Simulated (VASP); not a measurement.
A run of VASP 6.6.1:

The input INCAR:

```
  ALGO = Normal
  EDIFF = 1E-6
  EDIFFG = -0.01
  ENCUT = 300
  GGA = PE
  IBRION = 2
  ISIF = 3
  ISMEAR = 0
  LASPH = T
  LCHARG = F
  LREAL = F
  LWAVE = F
  NELM = 80
  NSW = 90
  PREC = Accurate
  SIGMA = 0.03
```

KPOINTS

```
k-points
0
Gamma
  2 2 2
```

The input POSCAR:

```
BaZrS3
1.0
    7.1344888100      0.0000000000      0.0000000000
    0.0000000000     10.0418237600      0.0000000000
    0.0000000000      0.0000000000      7.0635613000
Ba Zr S
4 4 12
Direct
    0.0430272500      0.2500000000      0.0087500800
    0.4569727500      0.7500000000      0.5087500800
    0.5430272500      0.2500000000      0.4912499200
    0.9569727500      0.7500000000      0.9912499200
    0.0000000000      0.0000000000      0.5000000000
    0.5000000000      0.0000000000      0.0000000000
    0.5000000000      0.5000000000      0.0000000000
    0.0000000000      0.5000000000      0.5000000000
    0.9941581600      0.2500000000      0.5608972600
    0.5058418400      0.7500000000      0.0608972600
    0.4941581600      0.2500000000      0.9391027400
    0.0058418400      0.7500000000      0.4391027400
    0.2132557900      0.9681785700      0.7866180500
    0.2867442100      0.0318214300      0.2866180500
    0.7132557900      0.5318214300      0.7133819500
    0.7867442100      0.4681785700      0.2133819500
    0.7867442100      0.0318214300      0.2133819500
    0.7132557900      0.9681785700      0.7133819500
    0.2867442100      0.4681785700      0.2866180500
    0.2132557900      0.5318214300      0.7866180500
```

Potentials or basis: VASP PAW PBE potentials, release 64 (Ba_sv, Zr_sv, S).

Run with:

```console
$ cat potpaw_PBE.64/Ba_sv/POTCAR potpaw_PBE.64/Zr_sv/POTCAR potpaw_PBE.64/S/POTCAR > POTCAR
$ mpirun -np 4 vasp_std > vasp.out
```

Hardware: 4 MPI ranks on AMD EPYC 9R45 96-Core Processor (Zen 5) (shared host).

Question: Estimate the wall time of this run.

Answer: Run time: 5.1 min on 4 MPI ranks on AMD EPYC 9R45 96-Core Processor (Zen 5), with other jobs on the host, peak memory 0.2 GiB a rank. Counts: scf iterations 129, k points 8, ion steps 17.
